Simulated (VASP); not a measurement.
## Mn: single point with PBE

Mn:

```
Mn
1.0
     2.48328    0.00000    0.00000
    -1.24164    2.15058    0.00000
     0.00000    0.00000    8.01748
Mn
4
Direct
  0.00000 0.00000 0.50000
  0.00000 0.00000 0.00000
  0.33333 0.66667 0.75000
  0.66667 0.33333 0.25000
```

The cell was built by a generator and needn't be a form met in nature.

```yaml
Program: VASP 6.6.1
Task: single point
Functional: PBE
Potentials_or_basis: VASP PAW PBE potentials, release 64 (Mn_pv)
Cutoff: 520 eV
k_mesh: 21 × 21 × 6
Occupations: gaussian, width 0.1 eV
Spin: no spin polarisation
```

```
Pressure               : -0.1 GPa
Band gap on the k mesh : none (metal or under the smearing width)
```

Stress tensor (GPa, compression positive):
```
-0.12  0.00  0.00
 0.00 -0.12  0.00
 0.00  0.00 -0.21
```

Levels at points of the mesh, in eV from the Fermi level:
```
           k point  band 22  band 23  band 24  band 25  band 26  band 27  band 28  band 29  band 30  band 31
(0.00, 0.00, 0.00)    -1.17    -1.01    -0.76    -0.76    -0.70    -0.70     0.25     0.25     0.70     0.70
(0.00, 0.00, 0.50)    -1.07    -0.90    -0.90    -0.90    -0.90    -0.70    -0.70     0.51     0.51     0.51
```

Run time: 2.3 min on 1 thread of Intel(R) Xeon(R) Platinum 8559C (Emerald Rapids), with other jobs on the host, peak memory 0.29 GiB.

Caveat: the run has no spin polarisation, though such a crystal can be magnetic. Spin polarisation is off, so any magnetic state and its effect on volume and gap are missing.
